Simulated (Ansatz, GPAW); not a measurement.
Given: the input of a run of Ansatz 0.2.0 on Mo. 

Contents of input.yaml:

```yaml
crystal:
  lattice:
    - [-1.5838089719, 1.5838089719, 1.5838089719]
    - [1.5838089719, -1.5838089719, 1.5838089719]
    - [1.5838089719, 1.5838089719, -1.5838089719]
  atoms:
    - { symbol: Mo, position: [0.0, 0.0, 0.0] }
kpoints:
  mp_grid: { grid: [12, 12, 12] }
scf:
  occupations: { method: gaussian, width: 0.1 }
hamiltonian:
  xc: lda
  pseudopotentials: { kind: all_electron, lapw: { basis_error: 0.001 } }
output:
  forces: true
  stress: true
  eigenvalues: true
```

Potentials or basis: all-electron LAPW, scalar-relativistic.

Command:

```bash
$ ansatz run input.yaml --threads 1 --pin off --max-ram 3072MiB --backend cpu --events-out ev --progress --plain --runs-dir out
```

Q: Set up the same calculation for GPAW 26.7.0 (ASE script). Potentials or basis there: the program's PAW data sets (release 1.2.1) made for this functional, cutoff 600 eV.

A: As run (cutoffs and basis follow the program's own potentials, and thresholds, step limits or extra output files can differ):

File run.py:

```python
from ase import Atoms
from ase.dft.bandgap import bandgap
from ase.io import write
from ase.units import Bohr, GPa
from gpaw import GPAW, PW
from gpaw.elf import elf_from_dft_calculation

atoms = Atoms(['Mo'],
              cell=[[-1.5838089719, 1.5838089719, 1.5838089719],
                    [1.5838089719, -1.5838089719, 1.5838089719],
                    [1.5838089719, 1.5838089719, -1.5838089719]],
              scaled_positions=[[0.0, 0.0, 0.0]],
              pbc=True)

calc = GPAW(mode=PW(600),
            xc='LDA',
            kpts={'size': (12, 12, 12), 'gamma': True},
            occupations={'name': 'methfessel-paxton', 'order': 0, 'width': 0.1},
            nbands=16,
            convergence={'density': 1e-05, 'energy': 1e-05},
            maxiter=150,
            txt='gpaw.txt')
atoms.calc = calc
energy = atoms.get_potential_energy()
forces = atoms.get_forces()
stress = atoms.get_stress()
calc.write('gs.gpw')
write('result.traj', atoms)
print(f'Energy: {energy:.6f} eV')
print('Forces (eV/A):')
print(forces.round(4))
print('Stress (GPa):', (stress / GPa).round(3))
print('Fermi level:', round(calc.get_fermi_level(), 4), 'eV')
print(f'Gap: {bandgap(calc)[0]:.4f} eV, direct: {bandgap(calc, direct=True)[0]:.4f} eV')

# fields on the real-space grid
write('density.cube', atoms, data=calc.get_pseudo_density() * Bohr**3)
write('potential.cube', atoms, data=calc.get_electrostatic_potential())
write('elf.cube', atoms, data=elf_from_dft_calculation(calc).data)
```

Potentials or basis: the program's PAW data sets (release 1.2.1) made for this functional, pw.

The run is started by

```console
$ OMP_NUM_THREADS=1 python run.py
```

Both were run:

|  | Ansatz | GPAW |
| --- | --- | --- |
| Pressure | -14.1 GPa | -15.0 GPa |

Where Ansatz's input types no cutoff or centring, it takes its own default and a Γ-centred mesh.

The two programs' LDA may be different fits to the electron gas.

The cell lies far from this level's equilibrium.

Pressure is positive in compression.
